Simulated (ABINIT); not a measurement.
The system is Te2Pt (Moncheite).

```xyz
3
Lattice="4.0100 0.0000 0.0000 -2.0050 3.4728 0.0000 0.0000 0.0000 5.2010" Properties=species:S:1:pos:R:3 pbc="T T T"
Pt    0.0000    0.0000    0.0000
Te    2.0050    1.1576    3.9007
Te    0.0000    2.3152    1.3002
```

Base run:

| Item | Value |
| --- | --- |
| Program | ABINIT 10.8.3 (patched build) |
| Functional | SOGGA |
| Potentials or basis | JTH PAW PBE v2.0 |
| Cutoff | 544 eV |
| k mesh | 8 × 8 × 5 |
| Occupations | fermi-dirac, width 0.05 eV |
| Spin | no spin polarisation |

Its results: band gap on the k mesh none (metal or under the smearing width); pressure 3.8 GPa; largest force 0.878 eV/Å.

After a change of settings the same cell gave: band gap on the k mesh none (metal or under the smearing width); pressure 11.0 GPa; largest force 1.261 eV/Å. Which change was it?
A. functional from SOGGA to BP86
B. functional from SOGGA to RPBE
C. functional from SOGGA to PBEsol; k mesh from 8 × 8 × 5 to 10 × 10 × 6
D. functional from SOGGA to BLYP

A.

Caveats: the PAW data sets were made with another functional, which shifts forces and pressure a little; spin-orbit coupling is left out, which moves the levels of the heavy elements.

Runs at the PBE level aren't shown here.
